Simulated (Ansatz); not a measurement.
All numbers below come from Ansatz, DFT PBE, scalar-relativistic, plane waves, PAW. Settings: cutoff 420 eV, Γ-centred meshes spaced at most about 0.3 Å⁻¹ (2π included), Gaussian smearing. No spin polarisation in the final relaxations.

Temperature and zero-point effects are left out.

Compare these two cells of CaO, each relaxed at this level.

A.

```
CELL_PARAMETERS angstrom
-3.96940 3.96940 2.38565
3.96940 -3.96940 2.38565
3.96940 3.96940 -2.38565
ATOMIC_POSITIONS crystal
Ca 0.64773 0.14773 0.79547
Ca 0.35227 0.85227 0.20453
Ca 0.85227 0.64773 0.50000
Ca 0.14773 0.35227 0.50000
O 0.35339 0.14661 0.50000
O 0.64661 0.85339 0.50000
O 0.14661 0.64661 0.79322
O 0.85339 0.35339 0.20678
```

B.

```
CELL_PARAMETERS angstrom
0.00000 2.41562 2.41562
2.41562 0.00000 2.41562
2.41562 2.41562 0.00000
ATOMIC_POSITIONS crystal
Ca 0.00000 0.00000 0.00000
O 0.50000 0.50000 0.50000
```

Task: Which form is favoured at zero pressure, and by what margin per atom?

Result: B is lower, by 120 meV/atom. A has space group I4/mcm (No. 140), 18.8 Å³/atom and a gap of 2.37 eV on its mesh; B has the rock salt type, space group Fm-3m (No. 225), 14.1 Å³/atom and a gap of 3.66 eV. Counting O atoms around Ca (those within 1.25 times the shortest such distance or 1.15 times the sum of covalent radii), A has Ca 5 and B has Ca 6. The denser one is the lower, and pressure would at first widen the difference. In A, around Ca lie 5 O at 2.31–2.39 Å; around O lie 5 Ca at 2.31–2.39 Å. In B, around Ca lie 6 O at 2.42 Å; O is surrounded by 6 Ca at 2.42 Å. Both come from invented guesses. The part of the Crystallography Open Database at hand lists CaO in space group No. 225; sharing a group (Fm-3m) doesn't make a cell the listed structure.

Kohn–Sham gaps at this level usually fall short of measured ones. With atoms moved at random, Fm-3m came back. Other cells relaxed within their symmetry can be saddle points.
